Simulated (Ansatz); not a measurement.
CdO2 under changes of volume

One of the cells (14.470 Å³/atom); the others are scaled copies at fixed shape and fractional positions:

```
Cd O
1.0
     3.47623    0.00000    0.00000
    -1.73811    3.01050    0.00000
     0.00000    0.00000    4.14808
Cd O
1 2
Direct
  0.00000 0.00000 0.00000
  0.33333 0.66667 0.24422
  0.66667 0.33333 0.75578
```

The cell comes from a database or a generator and needn't be the stable form of this composition.

| Item | Value |
| --- | --- |
| Program | Ansatz 0.2.0 |
| Functional | r2SCAN |
| Potentials or basis | Ansatz PAW |
| Cutoff | 500 eV (not typed: the program's choice for these potentials) |
| k mesh | 9 × 9 × 7 |
| Occupations | fermi-dirac, width 0.05 eV |
| Spin | no spin polarisation |

```csv
volume (Å³/atom),energy over the lowest point (meV/atom),pressure (GPa),largest force (eV/Å)
13.602,0.00,-5.0,0.078
13.891,?,?,?
14.181,24.98,-8.4,0.148
14.470,41.67,-9.8,0.248
14.760,60.67,-11.0,0.342
15.049,81.70,-12.0,0.428
15.338,104.49,-12.9,0.509
```

Problem. What does the run at 13.891 Å³/atom give?

Solution. Energy over the lowest point 10.96 meV/atom; pressure -6.8 GPa; largest force 0.039 eV/Å.

Worked out: A Birch-Murnaghan fit of order 3 (a polynomial in V^(-2/3)) to the other rows has no minimum within the range. It gives 10.96 meV/atom at 13.891 Å³/atom, against the run's 10.96, and -dE/dV = -7.0 GPa, against -6.8.

Energies are extrapolated to zero smearing.

Caveats: the PAW data sets come from PBE, with cores solved anew for the run's functional, which leaves a small shift of forces and pressure.
